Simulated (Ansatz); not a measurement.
## Relaxing Mo

The calculation used DFT PBEsol, scalar-relativistic, plane waves, PAW (Ansatz).

Mo was placed on the alpha-boron structure type (R-3m, No. 166), at a guessed volume.

Input of the last, converged step (default PAW datasets):

```yaml
crystal:
  lattice:
    - [2.6612915509, 1.5364973933, 8.9414577997]
    - [-2.6612915509, 1.5364973933, 8.9414577997]
    - [0.0, -3.0729947866, 8.9414577997]
  atoms:
    - { symbol: Mo, position: [0.0441149938, 0.5504784251, 0.0441149938] }
    - { symbol: Mo, position: [0.0441149938, 0.0441149938, 0.5504784251] }
    - { symbol: Mo, position: [0.5504784251, 0.0441149938, 0.0441149938] }
    - { symbol: Mo, position: [0.9558850062, 0.4495215749, 0.9558850062] }
    - { symbol: Mo, position: [0.4495215749, 0.9558850062, 0.9558850062] }
    - { symbol: Mo, position: [0.9558850062, 0.9558850062, 0.4495215749] }
    - { symbol: Mo, position: [0.2090463101, 0.7025506624, 0.2090463101] }
    - { symbol: Mo, position: [0.2090463101, 0.2090463101, 0.7025506624] }
    - { symbol: Mo, position: [0.7025506624, 0.2090463101, 0.2090463101] }
    - { symbol: Mo, position: [0.7909536899, 0.2974493376, 0.7909536899] }
    - { symbol: Mo, position: [0.2974493376, 0.7909536899, 0.7909536899] }
    - { symbol: Mo, position: [0.7909536899, 0.7909536899, 0.2974493376] }
basis:
  ecutwfc: 420
kpoints:
  mp_grid: { grid: [9, 9, 9] }
hamiltonian:
  xc: pbesol
scf:
  occupations: { method: gaussian, width: 0.1 }
output:
  forces: true
  stress: true
  eigenvalues: true
relax:
  adjacent_minimum: "off"
  f_tol: 0.01
  max_steps: 80
  cell: { stress_tol: 0.05 }
```

It can be run as:

```bash
ansatz run input.yaml --threads 4 --pin off --backend cpu --events-out ev --progress --plain --runs-dir out  # memory cap (--max-ram) not shown
```

End of the output:

```
SCF converged after 4 iterations
Free energy (F): -58755.397461 eV
Harris-Foulkes:  -58755.397461 eV  (|F-HF|=5.82e-11)
Internal energy: -58755.335545 eV  (E = F + TS)
E sigma→0 (E₀):  -58755.366503 eV
Entropy (-TS):   -0.061916 eV (-5.160 meV/atom)
Fermi energy:    17.070304 eV
--- Per-component energies (eV) ---
  E_band       = -1267.327948
  E_kinetic    = 5303.243067
  E_local      = -12888.377471  (includes V_loc(G=0)·N_el)
  E_nonlocal   = 1760.214034
  E_hartree    = 4521.732200
  E_xc         = -2181.199699
  E_vxc        = -2731.819163  (∫ρ·V_xc dr)
  E_paw        = -37734.245060  (= ΣΔE_a)
  E_vpaw       = -1754.053427  (= ΣTr[D̂ρ^β])
  E_aug_tail   = 0.000476  (compensation charges beyond the density's cutoff)
  E_ewald      = -17539.214684
  E_core_change = 2.511592  (= ΣΔE_core)
  E_smearing   = -0.061916  (= −TS)
  E_closure    =  0.000000  (closes the sum)
  Σ components = -58755.397461   (vs F -58755.397461, Δ=0.00e0)
--- Forces (eV/Å), atoms counted from 1 ---
  atom   1  Mo    -0.00073040     0.00042170     0.00059434
  atom   2  Mo     0.00000000    -0.00084340     0.00059434
  atom   3  Mo     0.00073040     0.00042170     0.00059434
  atom   4  Mo     0.00073040    -0.00042170    -0.00059434
  atom   5  Mo    -0.00073040    -0.00042170    -0.00059434
  atom   6  Mo     0.00000000     0.00084340    -0.00059434
  atom   7  Mo    -0.00315073     0.00181907    -0.00068117
  atom   8  Mo     0.00000000    -0.00363815    -0.00068117
  atom   9  Mo     0.00315073     0.00181907    -0.00068117
  atom  10  Mo     0.00315073    -0.00181907     0.00068117
  atom  11  Mo    -0.00315073    -0.00181907     0.00068117
  atom  12  Mo     0.00000000     0.00363815     0.00068117
  max |Σ_I F_I| component: 7.52e-18 eV/Å
--- Stress (GPa, compression-positive) ---
       -0.013869       0.000000       0.000000
        0.000000      -0.013869       0.000000
        0.000000       0.000000      -0.045887
  P = ⅓ Tr σ = -0.0245 GPa (-0.245 kbar)
--- Relaxed structure (4 steps of the walk, 4 accepted, 1 SCFs on fresh bases) ---
  F+E_penalty+E_count = -58755.39746099 eV   max|allowed force component| = 3.638e-3 eV/Å   (the final SCF, on the basis selected at the relaxed cell)
  cell:  # Å, volume = 219.5146 Å³
    - [2.658138, 1.534677, 8.968454]
    - [-2.658138, 1.534677, 8.968454]
    - [0.000000, -3.069354, 8.968454]
  atoms:
    - { symbol: Mo, position: [0.043906, 0.550645, 0.043906] }
    - { symbol: Mo, position: [0.043906, 0.043906, 0.550645] }
    - { symbol: Mo, position: [0.550645, 0.043906, 0.043906] }
    - { symbol: Mo, position: [0.956094, 0.449355, 0.956094] }
    - { symbol: Mo, position: [0.449355, 0.956094, 0.956094] }
    - { symbol: Mo, position: [0.956094, 0.956094, 0.449355] }
    - { symbol: Mo, position: [0.208393, 0.704155, 0.208393] }
    - { symbol: Mo, position: [0.208393, 0.208393, 0.704155] }
    - { symbol: Mo, position: [0.704155, 0.208393, 0.208393] }
    - { symbol: Mo, position: [0.791607, 0.295845, 0.791607] }
    - { symbol: Mo, position: [0.295845, 0.791607, 0.791607] }
    - { symbol: Mo, position: [0.791607, 0.791607, 0.295845] }
```

Absolute energies hang on the potentials; compare differences alone.

The result has space group R-3m (No. 166). Mo on Wyckoff site h (6 atoms of the primitive cell) has 7 Mo at 2.48–2.69 Å; Mo on Wyckoff site h (6 atoms of the primitive cell) has 8 Mo at 2.64–2.68 Å.

It lies 1.19 eV/atom above the element's standard state at the same level.

For metals, differences of a few meV/atom aren't resolved.

A structure relaxed within its symmetry needn't be a true minimum.